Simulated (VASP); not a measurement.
# Co3Sn2 (P-6m2) in VASP: single point with PBEsol

Aim: the single point of Co3Sn2 with PBEsol.

Everything below comes from runs of VASP 6.6.1. Logs are shortened: lines on timing, memory, paths and dates and some standing lists are left out, and cuts for length are marked.

**1. The crystal as given**

Symmetry: P-6m2, No. 187, hexagonal system. Conventional cell: a = 4.463 Å, b = 4.463 Å, c = 5.354 Å, α = 90.00°, β = 90.00°, γ = 120.00°. Co (site symmetry 3m) has 5 Co at 2.64 to 2.91 Å and 6 Sn at 2.89 to 2.91 Å as nearest neighbours. Around Co (site symmetry -6m2) lie 5 Sn at 2.58 to 2.68 Å and 6 Co at 2.91 Å. Around Sn (site symmetry -6m2) lie 8 Co at 2.68 to 2.89 Å. Around Sn (site symmetry -6m2) lie 9 Co at 2.58 to 2.91 Å.

The cell comes from a database or a generator and needn't be the stable form of this composition.

**2. Single point, PBEsol**

INCAR

```
PREC = Accurate ; ENCUT = 520
EDIFF = 1E-6 ; ISMEAR = 0
SIGMA = 0.1 ; LREAL = F
LASPH = T ; NELM = 100
ALGO = Fast ; ISIF = 2
LWAVE = F ; LCHARG = F
GGA = PS ; NBANDS = 36
```

KPOINTS

```
Automatic mesh
0
Gamma
  12 12 8
```

POSCAR

```
Co3Sn2
1.0
    4.4625278830      0.0000000000      0.0000000000
   -2.2312639415      3.8646625117      0.0000000000
    0.0000000000      0.0000000000      5.3542551059
Co Sn
3 2
Direct
    0.0000000000      0.0000000000      0.7463570000
    0.0000000000      0.0000000000      0.2536430000
    0.6666666667      0.3333333333      0.0000000000
    0.6666666667      0.3333333333      0.5000000000
    0.3333333333      0.6666666667      0.0000000000
```

Potentials or basis: VASP PAW PBE potentials, release 64 (Co, Sn_d).

On the command line:

```
$ cat potpaw_PBE.64/Co/POTCAR potpaw_PBE.64/Sn_d/POTCAR > POTCAR
$ mpirun -np 1 vasp_std > vasp.out
```

OUTCAR:

```text
PREC = Accurate
   ENCUT = 520
   EDIFF = 1E-6
   ISMEAR = 0
   LREAL = F
   LASPH = T
   NELM = 100
   ISIF = 2
   GGA = PS

 ion  position               nearest neighbor table
   1  0.000  0.000  0.746-   2 2.64   2 2.72   4 2.89   4 2.89   4 2.89   5 2.91   3 2.91   3 2.91
                             5 2.91   3 2.91   5 2.91
   2  0.000  0.000  0.254-   1 2.64   1 2.72   4 2.89   4 2.89   4 2.89   3 2.91   5 2.91   3 2.91
                             5 2.91   3 2.91   5 2.91
   3  0.667  0.333  0.000-   5 2.58   5 2.58   5 2.58   4 2.68   4 2.68   1 2.91   2 2.91   1 2.91
                             2 2.91   1 2.91   2 2.91
   4  0.667  0.333  0.500-   3 2.68   3 2.68   1 2.89   2 2.89   1 2.89   2 2.89   1 2.89   2 2.89
                             5 3.72   5 3.72   5 3.72   5 3.72   5 3.72   5 3.72
   5  0.333  0.667  0.000-   3 2.58   3 2.58   3 2.58   1 2.91   2 2.91   2 2.91   1 2.91   2 2.91
                             1 2.91   4 3.72   4 3.72   4 3.72   4 3.72   4 3.72   4 3.72

  LATTYP: Found a hexagonal cell.
 ALAT       =     4.4625278830
 C/A-ratio  =     1.1998255801

  Lattice vectors:

 A1 = (   4.4625278830,   0.0000000000,   0.0000000000)
 A2 = (  -2.2312639415,   3.8646625117,   0.0000000000)
 A3 = (   0.0000000000,   0.0000000000,   5.3542551059)

Analysis of symmetry for initial positions (statically):
=====================================================================
 Subroutine PRICEL returns:
 Original cell was already a primitive cell.

 Routine SETGRP: Setting up the symmetry group for a
 hexagonal supercell.

 Subroutine GETGRP returns: Found 12 space group operations
 (whereof 12 operations were pure point group operations)
 out of a pool of 24 trial point group operations.

The static configuration has the point symmetry D_3h.

Analysis of symmetry for dynamics (positions and initial velocities):
=====================================================================
 Subroutine PRICEL returns:
 Original cell was already a primitive cell.

 Routine SETGRP: Setting up the symmetry group for a
 hexagonal supercell.

 Subroutine GETGRP returns: Found 12 space group operations
 (whereof 12 operations were pure point group operations)
 out of a pool of 24 trial point group operations.

The dynamic configuration has the point symmetry D_3h.

 Subroutine INISYM returns: Found 12 space group operations
 (whereof 12 operations are pure point group operations),
 and found     1 'primitive' translations

----------------------------------------------------------------------------------------

                                     Primitive cell

  volume of cell :      92.3404

  direct lattice vectors                    reciprocal lattice vectors
     4.462527883  0.000000000  0.000000000     0.224088236  0.129377403  0.000000000
    -2.231263941  3.864662512  0.000000000     0.000000000  0.258754806  0.000000000
     0.000000000  0.000000000  5.354255106     0.000000000  0.000000000  0.186767343

  length of vectors
     4.462527883  4.462527883  5.354255106     0.258754806  0.258754806  0.186767343

  position of ions in fractional coordinates (direct lattice)
     0.000000000  0.000000000  0.746357000
     0.000000000  0.000000000  0.253643000
     0.666666667  0.333333333  0.000000000
     0.666666667  0.333333333  0.500000000
     0.333333333  0.666666667  0.000000000

  ion indices of the primitive-cell ions
   primitive index   ion index
                 1           1
                 2           2
                 3           3
                 4           4
                 5           5

----------------------------------------------------------------------------------------

 KPOINTS: Automatic mesh

Automatic generation of k-mesh.
 Grid dimensions read from file:
 generate k-points for:   12   12    8

 Generating k-lattice:

  Cartesian coordinates                     Fractional coordinates (reciprocal lattice)
     0.018674020  0.010781450  0.000000000     0.083333333  0.000000000  0.000000000
     0.000000000  0.021562901  0.000000000     0.000000000  0.083333333  0.000000000
     0.000000000  0.000000000  0.023345918     0.000000000  0.000000000  0.125000000

  Length of vectors
     0.021562901  0.021562901  0.023345918

  Shift w.r.t. Gamma in fractional coordinates (k-lattice)
     0.000000000  0.000000000  0.000000000

 Subroutine IBZKPT returns following result:
 ===========================================

 Found     95 irreducible k-points:

 Following reciprocal coordinates:
            Coordinates               Weight
  0.000000  0.000000  0.000000      1.000000
  0.083333  0.000000  0.000000      6.000000
  0.166667  0.000000  0.000000      6.000000
  0.250000  0.000000  0.000000      6.000000
  0.333333  0.000000  0.000000      6.000000
  0.416667  0.000000  0.000000      6.000000
[... 16 lines left out ...]
  0.250000  0.000000  0.125000     12.000000
  0.333333  0.000000  0.125000     12.000000
 [... further k-points ...]
   k-points           NKPTS =     95   k-points in BZ     NKDIM =     95   number of bands    NBANDS=     36
   number of dos      NEDOS =    301   number of ions     NIONS =      5
   total plane-waves  NPLWV =  51840
   dimension x,y,z NGX =    36 NGY =   36 NGZ =   40
   dimension x,y,z NGXF=    72 NGYF=   72 NGZF=   80
   ions per type =               3   2
   NGX,Y,Z   is equivalent  to a cutoff of  13.41, 13.41, 12.42 a.u.
   NGXF,Y,Z  is equivalent  to a cutoff of  26.82, 26.82, 24.84 a.u.
 SYSTEM =  unknown system
   PREC   = accura    normal or accurate (medium, high low for compatibility)
   ISTART =      0    job   : 0-new  1-cont  2-samecut
   ICHARG =      2    charge: 1-file 2-atom 10-const
   ISPIN  =      1    spin polarized calculation?
   LNONCOLLINEAR =      F non collinear calculations
   LSORBIT =      F    spin-orbit coupling
   LASPH  =      T    aspherical Exc in radial PAW
   ENCUT  =  520.0 eV  38.22 Ry    6.18 a.u.   8.30  8.30  9.96*2*pi/ulx,y,z
   NELM   =    100;   NELMIN=  2; NELMDL= -5     # of ELM steps
   EDIFF  = 0.1E-05   stopping-criterion for ELM
   LREAL  =      F    real-space projection
   EDIFFG = 0.1E-04   stopping-criterion for IOM
   NSW    =      0    number of steps for IOM
   IBRION =     -1    ionic relax: 0-MD 1-quasi-New 2-CG
   NFREE  =      0    steps in history (QN), initial steepest desc. (CG)
   ISIF   =      2    stress and relaxation
   ISYM   =      2    0-nonsym 1-usesym 2-fastsym
   POTIM  = 0.5000    time-step for ionic-motion
   TEBEG  =    0.0;   TEEND  =   0.0 temperature during run
   PSTRESS=    0.0 pullay stress
   NELECT =      55.0000    total number of electrons
   NUPDOWN=      -1.0000    fix difference up-down
   EMIN   =  10.00;   EMAX   =-10.00  energy-range for DOS
   EFERMI =   0.00;   METHOD = LEGACY
   ISMEAR =     0;   SIGMA  =   0.10  broadening in eV -4-tet -1-fermi 0-gaus
   EFERMI_NEDOS =   21; number of points for ismear=-14 and -15
   IALGO  =     68    algorithm
   IMIX   =      4    mixing-type and parameters
     AMIX     =   0.40;   BMIX     =  1.00
     AMIX_MAG =   1.60;   BMIX_MAG =  1.00
  volume/ion in A,a.u.               =      18.47       124.63
  Fermi-wavevector in a.u.,A,eV,Ry     =   1.377416  2.602939 25.814001  1.897276
  Thomas-Fermi vector in A             =   2.502572
   LORBIT       =      0    0 simple, 1 ext, 2 COOP (PROOUT), +10 PAW based schemes
   GGA     = PS    functional components
   LHFCALC =     F    Hartree Fock is set to
   AEXX    =    0.0000 exact exchange contribution
   IVDW    =     0    specifies the selected vdW correction
   LEPSILON=     F    determine dielectric tensor
   LRPA    =     F    only Hartree local field effects (RPA)
 non-spin polarized calculation
 RMM-DIIS sequential band-by-band and
 Gauss-broadening in eV      SIGMA  =   0.10
  energy-cutoff  :      520.00
  volume of cell :       92.34
 maximum number of plane-waves:      2520
 NGX is ok and might be reduce to    36
   NGX = 17   NGY = 17   NGZ = 19

 number of electron      55.0000021 magnetization

 Free energy of the ion-electron system (eV)
  ---------------------------------------------------
  ext. energy  EPLUGINS =         0.00000000
  ---------------------------------------------------
  free energy    TOTEN  =       -30.04784164 eV

  energy without entropy =      -29.98907345  energy(sigma->0) =      -30.01845755

 E-fermi :   7.4861     XC(G=0): -11.3487

 val. band max:        7.4839990231   @ k =   0.2500   0.2500   0.0000
 cond. band min:       7.4863249533   @ k =   0.1667   0.0000   0.0000
 fundamental gap:      0.0023259302
 Fermi energy:         7.4861333400

 k-point     1 :       0.0000    0.0000    0.0000
  band No.  band energies     occupation
      1     -13.5322      2.00000
      2     -13.4814      2.00000
      3     -13.4814      2.00000
      4     -13.3902      2.00000
      5     -13.3902      2.00000
      6     -13.3673      2.00000
[... 28 lines left out ...]
     35      11.8251      0.00000
     36      13.2947      0.00000

 k-point     2 :       0.0833    0.0000    0.0000
  band No.  band energies     occupation
      1     -13.5317      2.00000
      2     -13.4817      2.00000
      3     -13.4813      2.00000
      4     -13.3917      2.00000
      5     -13.3899      2.00000
      6     -13.3662      2.00000
[... 28 lines left out ...]
     35      12.0844      0.00000
     36      13.0822      0.00000

 k-point     3 :       0.1667    0.0000    0.0000
  band No.  band energies     occupation
      1     -13.5304      2.00000
      2     -13.4825      2.00000
      3     -13.4812      2.00000
      4     -13.3952      2.00000
      5     -13.3888      2.00000
      6     -13.3638      2.00000
[... 28 lines left out ...]
     35      12.3666      0.00000
     36      13.6896      0.00000

 k-point     4 :       0.2500    0.0000    0.0000
  band No.  band energies     occupation
      1     -13.5286      2.00000
      2     -13.4837      2.00000
      3     -13.4812      2.00000
      4     -13.3993      2.00000
      5     -13.3874      2.00000
      6     -13.3620      2.00000
[... 28 lines left out ...]
     35      12.8767      0.00000
     36      13.5530      0.00000

 k-point     5 :       0.3333    0.0000    0.0000
  band No.  band energies     occupation
      1     -13.5267      2.00000
      2     -13.4848      2.00000
      3     -13.4814      2.00000
      4     -13.4030      2.00000
      5     -13.3860      2.00000
      6     -13.3612      2.00000
[... 655 lines left out ...]
 k-point    22 :       0.1667    0.0000    0.1250
  band No.  band energies     occupation
      1     -13.5301      2.00000
      2     -13.4820      2.00000
      3     -13.4810      2.00000
      4     -13.3957      2.00000
      5     -13.3901      2.00000
      6     -13.3633      2.00000
[... 28 lines left out ...]
     35      12.3932      0.00000
     36      13.4715      0.00000

 k-point    23 :       0.2500    0.0000    0.1250
  band No.  band energies     occupation
      1     -13.5283      2.00000
      2     -13.4830      2.00000
      3     -13.4811      2.00000
      4     -13.3991      2.00000
      5     -13.3883      2.00000
      6     -13.3620      2.00000
[... 28 lines left out ...]
     35      12.5851      0.00000
     36      13.6324      0.00000

 k-point    24 :       0.3333    0.0000    0.1250
  band No.  band energies     occupation
      1     -13.5265      2.00000
      2     -13.4839      2.00000
      3     -13.4814      2.00000
      4     -13.4022      2.00000
      5     -13.3866      2.00000
      6     -13.3613      2.00000
[... 28 lines left out ...]
     35      12.3783      0.00000
     36      14.2913      0.00000

 [... further k-points ...]

------------------------ aborting loop because EDIFF is reached ----------------------------------------

  FORCE on cell =-STRESS in cart. coord.  units (eV):
  Direction    XX          YY          ZZ          XY          YZ          ZX
  --------------------------------------------------------------------------------------
  -------------------------------------------------------------------------------------
  Total      -12.6653350    -12.6653350    -11.2507450      0.0000000     -0.0000000      0.0000000
  in kB     -219.7534418   -219.7534418   -195.2092033      0.0000000     -0.0000000      0.0000000
  external PRESSURE =    -211.5720289 kB  Pullay stress =       0.0000000 kB

 VOLUME and BASIS-vectors are now :
 -----------------------------------------------------------------------------
  energy-cutoff  :      520.00
  volume of cell :       92.34
      direct lattice vectors                 reciprocal lattice vectors
     4.462527883  0.000000000  0.000000000     0.224088236  0.129377403  0.000000000
    -2.231263941  3.864662512  0.000000000     0.000000000  0.258754806  0.000000000
     0.000000000  0.000000000  5.354255106     0.000000000  0.000000000  0.186767343

 POSITION                                       TOTAL-FORCE (eV/Angst)
 -----------------------------------------------------------------------------------
      0.00000      0.00000      3.99619         0.000000      0.000000      0.202300
      0.00000      0.00000      1.35807         0.000000      0.000000     -0.202300
      2.23126      1.28822      0.00000        -0.000000      0.000000      0.000000
      2.23126      1.28822      2.67713         0.000000      0.000000      0.000000
     -0.00000      2.57644      0.00000         0.000000      0.000000      0.000000
 -----------------------------------------------------------------------------------
    total drift:                               -0.000001      0.000001      0.000000

  FREE ENERGIE OF THE ION-ELECTRON SYSTEM (eV)
  ---------------------------------------------------
  free  energy   TOTEN  =       -30.0478416394 eV

  energy  without entropy=      -29.9890734548  energy(sigma->0) =      -30.01845755
```

Wall time 6.2 min (1 thread of Intel Xeon Platinum 8259CL at 2.50GHz (Skylake/Cascade Lake), shared host); peak memory 0.4 GiB.

Results:

```yaml
Free_energy: -30.0478 eV
Pressure: -21.2 GPa
Largest_force: 0.202 eV/Å
Band_gap_on_the_k_mesh: none (metal or under the smearing width)
```

Forces in eV/Å, atoms in the order of the input:
```
Co   0.000  0.000  0.202
Co   0.000  0.000 -0.202
Co   0.000  0.000  0.000
Sn   0.000  0.000  0.000
Sn   0.000  0.000  0.000
```

Stress tensor (GPa, compression positive):
```
-21.98   0.00   0.00
  0.00 -21.98   0.00
  0.00   0.00 -19.52
```

Levels at points of the mesh, in eV from the Fermi level:
| k point | band 24 | band 25 | band 26 | band 27 | band 28 | band 29 | band 30 | band 31 |
| --- | --- | --- | --- | --- | --- | --- | --- | --- |
| (0.00, 0.00, 0.00) | -0.24 | -0.24 | 0.04 | 0.04 | 0.88 | 2.05 | 2.05 | 2.66 |
| (0.50, 0.00, 0.00) | -0.46 | -0.36 | -0.35 | -0.26 | -0.13 | -0.02 | 0.22 | 0.97 |
| (0.00, 0.00, 0.50) | -0.25 | -0.25 | -0.20 | -0.20 | 1.31 | 2.09 | 3.08 | 3.08 |
| (0.50, 0.00, 0.50) | -0.73 | -0.43 | -0.38 | -0.27 | -0.10 | -0.03 | 0.94 | 1.86 |

Caveat: so large a pressure means that the cell lies far from this level's equilibrium, or that cutoff or potentials fall short; the potentials were made for another functional, which shifts forces and pressure.
